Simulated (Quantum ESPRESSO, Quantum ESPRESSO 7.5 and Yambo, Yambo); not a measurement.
## CdSe (F-43m): G0W0 with and without spin-orbit coupling

Aim: spinor G0W0 for CdSe (F-43m) beside the scalar-relativistic result.

Program: Quantum ESPRESSO 7.5 and Yambo 5.3.0. Level of theory: PBE and many-body steps on it, plane waves. Results are calculated unless marked as measured.

**The experiments to reproduce.**

- Gap 1.69 ± 0.02 eV: direct gap from (alpha E)^2 extrapolation; spectroscopic ellipsometry; 300 K; film (fully relaxed MBE film, 304 nm) on GaAs(100) (“Band gap bowing of binary alloys: Experimental results compared to theoretical tight-binding supercell calculations for CdZnSe”, 2010, arxiv:1007.2297).

### Step 1. Starting point

Symmetry: F-43m, No. 216, cubic system. The conventional cell has a = 6.141 Å, b = 6.141 Å, c = 6.141 Å, α = 90.00°, β = 90.00°, γ = 90.00°. Nearest to Cd lie 4 Se at 2.66 Å. Nearest to Se lie 4 Cd at 2.66 Å. Farther neighbours and most contacts between anions are not listed.

The cell and positions are those that the Materials Project relaxed with its own functionals (PBE, PBE+U or r2SCAN), kept fixed.

### Step 2. Empty states on the mesh, 4×4×4 mesh, 173 bands

This step: Quantum ESPRESSO 7.5; DFT, PBE, plane waves, norm-conserving pseudopotentials.

The sums over transitions need many empty states on a uniform mesh; this step solves for them.

pw.in

```
&control
  calculation = 'nscf'
  prefix = 'x'
  outdir = 'o'
  pseudo_dir = 'pseudo'
/
&system
  ibrav = 0
  nat = 2
  ntyp = 2
  ecutwfc = 104.0
  nbnd = 173
  force_symmorphic = .true.
/
&electrons
  conv_thr = 1e-9
  electron_maxstep = 80
  diago_full_acc = .true.
  diago_thr_init = 5e-6
/
ATOMIC_SPECIES
  Cd 112.41 Cd.upf
  Se 78.971 Se.upf
CELL_PARAMETERS angstrom
  -0.0000000000 3.0702711986 3.0702711986
  3.0702711986 -0.0000000000 3.0702711986
  3.0702711986 3.0702711986 -0.0000000000
ATOMIC_POSITIONS crystal
  Cd 0.0000000000 0.0000000000 0.0000000000
  Se 0.7500000000 0.7500000000 0.7500000000
K_POINTS automatic
  4 4 4 0 0 0
```

Run with:

```bash
$ OMP_NUM_THREADS=1 mpirun -n 4 pw.x -nk 4 -in pw.in > pw.out
```

The program printed:

```text
Program PWSCF v.7.5 starts

     This program is part of the open-source Quantum ESPRESSO suite
     for quantum simulation of materials; please cite
         "P. Giannozzi et al., J. Phys.:Condens. Matter 21 395502 (2009);
         "P. Giannozzi et al., J. Phys.:Condens. Matter 29 465901 (2017);
         "P. Giannozzi et al., J. Chem. Phys. 152 154105 (2020);
     in publications or presentations arising from this work. More details at

     Atomic positions and unit cell read from directory:
     o/x.save/

     Message from routine setup:
[...]
57.2295  57.4786  58.1886  58.1886  59.1444  59.1444  59.8368  59.9923
     [... 10 further rows ...]
   105.2005 105.6471 105.7290 105.7290 107.3568 107.3568 107.7525 108.1304
   109.0147 109.0147 109.9322 110.3505 110.3505

          k = 0.3536 0.0000 0.0000 (  7003 PWs)   bands (ev):

     [... further k-points ...]

     highest occupied, lowest unoccupied level (ev):     7.6711    8.2221

     XML data file, pseudopotentials, collected wavefunctions

=------------------------------------------------------------------------------=
   JOB DONE.
=------------------------------------------------------------------------------=
```

Elapsed: 28 s, on 4 MPI ranks of Arm Neoverse V1, shared host; peak memory 0.64 GiB.

This step gave:

```
gap                                                           : 0.5509 eV
k of the valence top                                          : 0, 0, 0
k of the conduction bottom                                    : 0, 0, 0
least direct gap                                              : 0.5509 eV
k points computed                                             : 8
lowest point of the top converged band, above the valence top : 100.9561 eV
```

On this mesh the gap is 0.551 eV.

The density comes from a self-consistent run that is not shown.

### Step 3. Conversion and set-up

This step: Yambo 5.3.0; conversion and set-up on PBE, plane waves, norm-conserving pseudopotentials.

The states are converted to the many-body program's format and the q mesh is built.

Run with:

```bash
$ (cd o/x.save; p2y > p2y.log; mv SAVE ../..); yambo > setup.log
```

The program printed:

```text
 Yambo, version 5.3.0

 [02] CORE Variables Setup
 =========================

  [02.01] Unit cells
  ==================

  Cell kind             :  FCC
  Atoms in the cell     :  Cd  Se
  number of Cd atoms    :  1
  number of Se atoms    :  1

  List of atomic masses
  Mass of Cd    :  112.4100
  Mass of Se    :  78.97100

  List of atomic coordinates    : [cc]
  Cd1       :  0.000000  0.000000  0.000000  order 1
  Se1       :  8.702958  8.702958  8.702958  order 2

  Alat factors          :  5.801972  5.801972  5.801972 [a.u.]
  Direct lattice volume :  390.6221 [a.u.]
[...]
==========================================

 IBZ Q-points                                      :   8
 BZ  Q-points                                      :   64

 K/Q-points units:
 rlu = crystal or reduced units; cc = cartesian coordinates; iku = interal k-units

 Q [1]          [rlu]:  0.000000  0.000000  0.000000
 Q [2]          [rlu]: -0.74024E-17  0.64753E-17  0.25000
 Q [3]          [rlu]:  0.14805E-16 -0.12951E-16 -0.50000
[...]
Q [7]          [rlu]:  0.13563E-16 -0.50000     -0.50000
 Q [8]          [rlu]:  0.250000 -0.500000 -0.250000

  [03.01] X indexes
  =================

   [03.01.01] Sigma indexes
   ========================

 [06] Game Over & Game summary
```

The job ended after 3.6 s (1 MPI rank; peak memory 0.26 GiB).

### Step 4. Scalar-relativistic

Now the one-shot GW correction: screening in the RPA, then the self-energy of the levels asked for.

This step: G0W0 on PBE, plane waves, norm-conserving pseudopotentials.

gw1.in

```
HF_and_locXC
gw0
dyson
ppa
em1d
rim_cut
RandQpts= 1000000
RandGvec= 1 RL
EXXRLvcs= 104 Ry
VXCRLvcs= 416 Ry
Chimod= "HARTREE"
% BndsRnXp
 1 | 173 |
%
NGsBlkXp= 15.5 Ry
% LongDrXp
 1 | 1 | 1 |
%
% GbndRnge
 1 | 173 |
%
DysSolver= "n"
ExtendOut
PPAPntXp= 27.21138 eV
% QPkrange
 1 | 1 | 21 | 24 |
%
```

Run with:

```bash
$ OMP_NUM_THREADS=1 mpirun -n 4 yambo -F gw1.in -J gw1 -C gw1 > gw1.log
```

The program printed:

```text
 Yambo, version 5.3.0

 [02] CORE Variables Setup
 =========================

  [... cell, symmetries and grids as in the set-up ...]

  [02.05] Energies & Occupations
  ==============================

  [X] === General ===
  [X] Electronic Temperature                        :  0.000000  0.000000 [eV K]
  [X] Bosonic    Temperature                        :  0.000000  0.000000 [eV K]
  [X] Finite Temperature mode                       : no
  [X] El. density                                   :  0.76014E+24 [cm-3]
  [X] Fermi Level                                   :  7.671117 [eV]

  [X] === Gaps and Widths ===
  [X] Conduction Band Min                           :  0.550945 [eV]
  [X] Valence Band Max                              :  0.000000 [eV]
  [X] Filled Bands                                  :  22
  [X] Empty Bands                                   :   23  173
  [X] Direct Gap                                    :  0.550945 [eV]
  [X] Direct Gap localized at k                     :  1
  [X] Indirect Gap                                  :  0.550945 [eV]
  [X] Indirect Gap between kpts                     :  1  1
  [X] Last valence band width                       :  2.085450 [eV]
  [X] 1st conduction band width                     :  4.360734 [eV]

 [03] Transferred momenta grid and indexing
 ==========================================

 IBZ Q-points                                      :   8
 BZ  Q-points                                      :   64

 K/Q-points units:
 rlu = crystal or reduced units; cc = cartesian coordinates; iku = interal k-units

 Q [1]          [rlu]:  0.000000  0.000000  0.000000
 Q [2]          [rlu]: -0.74024E-17  0.64753E-17  0.25000
 Q [3]          [rlu]:  0.14805E-16 -0.12951E-16 -0.50000
 Q [4]          [rlu]: -0.67816E-17  0.25000      0.25000
 Q [5]          [rlu]: -0.13780E-16  0.25000      0.50000
 Q [6]          [rlu]: -0.12951E-16  0.25000     -0.25000
 Q [7]          [rlu]:  0.13563E-16 -0.50000     -0.50000
 Q [8]          [rlu]:  0.250000 -0.500000 -0.250000

 [04] Coloumb potential Random Integration (RIM)
 ===============================================

  [04.01] RIM initialization
  ==========================

  * Diagonal components only detected *

  8 x (sBL volume)        :  0.079377 [a.u.]
  sBZ random points       :  1000000
  Points outside the sBZ  :   7999624
  RL volume               :  0.635013 [a.u.]
  Integrated volume       :  0.635043 [a.u.]

  [04.02] RIM integrals
  =====================

  Gamma point sphere radius             :  0.077956 [a.u.]
  Points outside the sphere             :   799635
  [Int_sBZ(q=0) 1/q^2]*(Vol_sBZ)^(-1/3) =:  7.763403
                                 should be <:  7.795600

  Summary of Coulomb integrals for non-metallic bands |Q|[au] RIM/Bare

  Q [1] 0.100000E-4 0.995870 * Q [2] 0.234463 1.065611
  Q [4] 0.270735 1.063960 * Q [6] 0.382877 1.025542
  Q [5] 0.448963 1.019403 * Q [3] 0.468927 1.016307
  Q [7] 0.541470 1.013019 * Q [8] 0.605382 1.010006

 [05] Dipoles
 ============

  [05.01] Setup: observables and procedures
  =========================================

 [06] Dynamic Dielectric Matrix (PPA)
 ====================================

 [WR./gw1//ndb.pp]---------------------------------------------------------------
  Brillouin Zone Q/K grids (IBZ/BZ)                :    8   64    8   64
  RL vectors                                       :   8363 [WF]
  Coulomb cutoff potential                         : none
  Electronic Temperature                           :  0.000000 [K]
  Bosonic    Temperature                           :  0.000000 [K]
  PPA    diel. fun.  energies                      : Perdew, Burke & Ernzerhof(X)+Perdew, Burke & Ernzerhof(C)
  wavefunctions                                    : Perdew, Burke & Ernzerhof(X)+Perdew, Burke & Ernzerhof(C)
  Global Gauge                                     : length
  X matrix size                                    :   459
  X band range                                     :    1  173
  X e/h energy range                               : -1.000000 -1.000000 [eV]
  X Time ordering                                  : R
  X Hxc Kernel                                     : HARTREE
  X Drude frequency                                :  0.000000  0.000000
  X poles                                          :  100.0000 [o/o]
  RL vectors in the sum                            :   8363
  [r,Vnl] included                                 : yes
  Field direction                                  :  0.577350E-5  0.577350E-5  0.577350E-5
  BZ energy Double Grid                            : no
  BZ energy DbGd points                            : 0
  BZ Q point size factor                           : -1.000000
  X Optical Averaged directions                    : none

 [07] Local Exchange-Correlation + Non-Local Fock
 ================================================

 [VXC] Plane waves :   55849
 [EXS] Plane waves :   6975

 QP @ state[ 1 ] K range:  1  1
 QP @ state[ 1 ] b range:  21  24

 [xc] Functional : Perdew, Burke & Ernzerhof(X)+Perdew, Burke & Ernzerhof(C)
 [xc] LIBXC used to calculate xc functional
  PP Number of Atomic Species                      :  2
  NLCC RL compoments                               :   55849
  PP Number of Atomic Species                      :  2
  NLCC RL compoments                               :   55849

 [xc] E_xc :  -40.56591 [Ha]
      E_xc :  -81.13181 [Ry]

  Local XC kind (lXC) : Perdew, Burke & Ernzerhof(X)+Perdew, Burke & Ernzerhof(C)
  Non-Local XC kind (nlXC) : Hartree-Fock

  Corrections @ K [1] :  [eV]
 <21|nlXC|21> = -18.27012 -0.58027E-17 <21|lXC|21> = -15.80774  0.37763E-15
 <22|nlXC|22> = -18.27008  0.10571E-16 <22|lXC|22> = -15.80774  0.18882E-15
 <23|nlXC|23> = -8.092412  0.17335E-17 <23|lXC|23> = -11.61124 -0.47203E-16
 <24|nlXC|24> = -5.754819 -0.12395E-17 <24|lXC|24> = -10.30179 -0.18882E-15

 [08] Dyson equation: Newton solver
 ==================================

  [08.01] G0W0 (W PPA)
  ====================

  [  GW  ] Bands range     :    1  173
  [GW/PPA] G damping       :  0.100000 [eV]

  QP @ state[ 1 ] K range:  1  1
  QP @ state[ 1 ] b range:  21  24

   Sc/G bands                                       :    1  173
   Sc/G damping                                     :  0.100000 ev
   Sc bands terminator                              : no
   Sx RL components                                 :   6975

   QP @ state[ 1 ] K range                          :  1  1
   QP @ state[ 1 ] b range                          :  21  24
   GF energies kind                                 : Perdew, Burke & Ernzerhof(X)+Perdew, Burke & Ernzerhof(C)
   GF WF`s kind                                     : Perdew, Burke & Ernzerhof(X)+Perdew, Burke & Ernzerhof(C)
   Xs energies kind                                 : Perdew, Burke & Ernzerhof(X)+Perdew, Burke & Ernzerhof(C)
   Xs WF`s kind                                     : Perdew, Burke & Ernzerhof(X)+Perdew, Burke & Ernzerhof(C)

 [11] Game Over & Game summary
```

Wall time 7.7 min (4 MPI ranks); peak memory 2.4 GiB.

Numbers from this step:

```yaml
g0w0_gap_on_the_points_computed: 1.191 eV
starting_gap_on_the_mesh: 0.5509 eV
k_of_the_valence_top: 0, 0, 0
k_of_the_conduction_bottom: 0, 0, 0
least_direct_g0w0_gap_on_the_computed_points: 1.191 eV
z_at_the_valence_top: 0.7899
z_at_the_conduction_bottom: 0.8117
```

The gap on the mesh goes from 0.55 eV to 1.19 eV, a correction of +0.64 eV.

### Step 5. Empty states on the mesh, 4×4×4 mesh, 346 bands

This step: Quantum ESPRESSO 7.5; DFT, PBE with spin-orbit coupling, plane waves, norm-conserving pseudopotentials.

Changes to pw.in since step 2:

```diff
@@ -11,4 +11,6 @@
   ecutwfc = 104.0
-  nbnd = 173
+  nbnd = 346
   force_symmorphic = .true.
+  noncolin = .true.
+  lspinorb = .true.
 /
```

Run with:

```bash
$ OMP_NUM_THREADS=1 mpirun -n 4 pw.x -nk 4 -in pw.in > pw.out
```

The program printed:

```text
[banner, memory and clock lines left out]
Program PWSCF v.7.5 starts

     Atomic positions and unit cell read from directory:
     o/x.save/

     Message from routine setup:
     using ibrav=0 with symmetry is DISCOURAGED, use correct ibrav instead

     G-vector sticks info

     bravais-lattice index     =            0
     lattice parameter (alat)  =       8.2052  a.u.
     unit-cell volume          =     390.6221 (a.u.)^3
     number of atoms/cell      =            2
     number of atomic types    =            2
     number of electrons       =        44.00
[...]
[... 32 further rows ...]
[...]
110.9625 110.9625

          k =-0.3536-0.3536 0.3536 (  6958 PWs)   bands (ev):

  -199.2157-199.2157-142.6870-142.6870-136.8153-136.8153-136.8153-136.8153
[...]
28.8810  28.8810  28.9135  28.9135  32.0548  32.0548  32.6508  32.6508
     [... 32 further rows ...]
   108.9990 108.9990 109.0315 109.0315 109.9398 109.9398 110.3469 110.3469
   110.3597 110.3597

          k = 0.3536 0.0000 0.0000 (  7003 PWs)   bands (ev):

     [... further k-points ...]

     highest occupied, lowest unoccupied level (ev):     7.7982    8.2308

     XML data file, pseudopotentials, collected wavefunctions
```

It took 2.9 min on 4 MPI ranks; peak memory 1.9 GiB.

This step gave:

```
gap                                                           : 0.4325 eV
k of the valence top                                          : 0, 0, 0
k of the conduction bottom                                    : 0, 0, 0
least direct gap                                              : 0.4325 eV
k points computed                                             : 8
lowest point of the top converged band, above the valence top : 100.8285 eV
```

On this mesh the gap is 0.433 eV.

The density comes from a self-consistent run that is not shown, made with spin-orbit coupling and fully relativistic files.

### Step 6. Conversion and set-up

This step: Yambo 5.3.0; conversion and set-up on PBE with spin-orbit coupling, plane waves, norm-conserving pseudopotentials.

Run with:

```bash
$ (cd o/x.save; p2y > p2y.log; mv SAVE ../..); yambo > setup.log
```

The program printed:

```text
 Yambo, version 5.3.0

 [02] CORE Variables Setup
 =========================

  [02.01] Unit cells
  ==================

  Cell kind             :  FCC
  Atoms in the cell     :  Cd  Se
  number of Cd atoms    :  1
  number of Se atoms    :  1

  List of atomic masses
  Mass of Cd    :  112.4100
  Mass of Se    :  78.97100

  List of atomic coordinates    : [cc]
  Cd1       :  0.000000  0.000000  0.000000  order 1
  Se1       :  8.702958  8.702958  8.702958  order 2

  Alat factors          :  5.801972  5.801972  5.801972 [a.u.]
  Direct lattice volume :  390.6221 [a.u.]
[...]
==========================================

 IBZ Q-points                                      :   8
 BZ  Q-points                                      :   64

 K/Q-points units:
 rlu = crystal or reduced units; cc = cartesian coordinates; iku = interal k-units

 Q [1]          [rlu]:  0.000000  0.000000  0.000000
 Q [2]          [rlu]: -0.74024E-17  0.64753E-17  0.25000
 Q [3]          [rlu]:  0.14805E-16 -0.12951E-16 -0.50000
[...]
Q [7]          [rlu]:  0.13563E-16 -0.50000     -0.50000
 Q [8]          [rlu]:  0.250000 -0.500000 -0.250000

  [03.01] X indexes
  =================

   [03.01.01] Sigma indexes
   ========================

 [06] Game Over & Game summary
```

It took 4.5 s on 1 MPI rank; peak memory 0.26 GiB.

(Part 1 of 2 ends here.)

[Paths, hosts, dates, memory and timing lines, banners, echoed tables and standing remarks are left out of the program output.]

[Logs are printed without paths, hosts, clocks, repeated set-up lines and the standing remarks that a program may print on its own settings, such as how far it seeks lower states.]

[Runs of the session that timed out or met a known fault of the program may be left out.]

[Hosts, paths, dates, database ids (printed as entryN), source tags and the programs' standing remarks are cut or masked in the printed files.]
